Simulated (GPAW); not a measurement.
NaCl:

```
CELL_PARAMETERS angstrom
3.50219 0.00000 0.00000
0.00000 3.50219 0.00000
0.00000 0.00000 3.50219
ATOMIC_POSITIONS crystal
Cl 0.50000 0.50000 0.50000
Na 0.00000 0.00000 0.00000
```

Measurements of this composition are mostly on another form, of space group No. 225.

* Program: GPAW 26.7.0
* Task: relaxation of cell and atoms
* Functional: revPBE
* Dispersion: D3(BJ)
* Potentials or basis: the program's PAW data sets (release 1.2.1) made for this functional
* Cutoff: 800 eV
* Basis: pw
* k mesh: 8 × 8 × 8
* Occupations: fermi-dirac, width 0.05 eV
* Spin: no spin polarisation

At the start: pressure -1.5 GPa; volume 21.48 Å³/atom.

Task: Where does the relaxation end?

Result: Over 18 steps the energy falls by 5.6 meV/atom and the volume is 20.24 Å³/atom (-5.8 %); space group Pm-3m (No. 221, to 0.05 Å).

Step by step:
| step | energy change (eV) | largest force (eV/Å) | pressure (GPa) | volume (Å³) |
| --- | --- | --- | --- | --- |
| 1 | 0.0000 | 0.0000 | -1.46 | 42.96 |
| 2 | -0.0011 | 0.0000 | -1.40 | 42.83 |
| 3 | -0.0031 | 0.0000 | -1.27 | 42.58 |
| 4 | -0.0056 | 0.0000 | -1.07 | 42.23 |
| 5 | -0.0082 | 0.0000 | -0.82 | 41.80 |
| 6 | -0.0101 | 0.0000 | -0.51 | 41.30 |
| 7 | -0.0112 | 0.0000 | -0.15 | 40.77 |
| 8 | -0.0109 | 0.0000 | 0.24 | 40.23 |
| 9 | -0.0110 | 0.0000 | 0.24 | 40.23 |
| 10 | -0.0110 | 0.0000 | 0.23 | 40.24 |
| 11 | -0.0110 | 0.0000 | 0.22 | 40.26 |
| 12 | -0.0110 | 0.0000 | 0.21 | 40.27 |
| 13 | -0.0110 | 0.0000 | 0.19 | 40.29 |
| 14 | -0.0111 | 0.0000 | 0.17 | 40.32 |
| 15 | -0.0111 | 0.0000 | 0.15 | 40.35 |
| 16 | -0.0111 | 0.0000 | 0.13 | 40.38 |
| 17 | -0.0112 | 0.0000 | 0.09 | 40.42 |
| 18 | -0.0112 | 0.0000 | 0.06 | 40.47 |

Final structure:
```cif
data_structure
_symmetry_space_group_name_H-M 'P 1'
_symmetry_Int_Tables_number 1
_cell_length_a 3.4334
_cell_length_b 3.4334
_cell_length_c 3.4334
_cell_angle_alpha 90.000
_cell_angle_beta 90.000
_cell_angle_gamma 90.000
_cell_volume 40.47
loop_
_atom_site_label
_atom_site_type_symbol
_atom_site_fract_x
_atom_site_fract_y
_atom_site_fract_z
_atom_site_occupancy
Cl1 Cl 0.50000 0.50000 0.50000 1
Na1 Na 0.00000 0.00000 0.00000 1
```

Caveat: later steps reuse the first step's grids.
